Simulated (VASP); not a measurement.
A run of VASP 6.6.1 is set up as follows.

INCAR

```
SYSTEM = HgSe
PREC = Accurate ; ENCUT = 520
EDIFF = 1E-6 ; ISMEAR = 0
SIGMA = 0.01 ; LREAL = .FALSE.
LASPH = .TRUE. ; NELM = 100
ALGO = Normal ; ISIF = 2
LWAVE = .FALSE. ; LCHARG = .TRUE.
LELF = .TRUE. ; LVHAR = .TRUE.
NBANDS = 16
```

Contents of KPOINTS:

```
regular mesh
0
G
  10 10 10
  0 0 0
```

POSCAR

```
HgSe
1.0
    0.0000000000      3.0316354256      3.0316354256
    3.0316354256      0.0000000000      3.0316354256
    3.0316354256      3.0316354256      0.0000000000
Hg Se
1 1
Direct
    0.0000000000      0.0000000000      0.0000000000
    0.2500000000      0.2500000000      0.2500000000
```

Potentials or basis: VASP PAW LDA potentials, release 64 (Hg, Se).

Launch:

```bash
$ cat potpaw_LDA.64/Hg/POTCAR potpaw_LDA.64/Se/POTCAR > POTCAR
$ mpirun -np 1 vasp_std > vasp.out
```

Question: What does it give for the band gap on the k mesh?

Answer: None (metal or under the smearing width).

Question: Predict the pressure.

Answer: 0.5 GPa.

Spin-orbit coupling is left out, which matters for the levels of Hg.
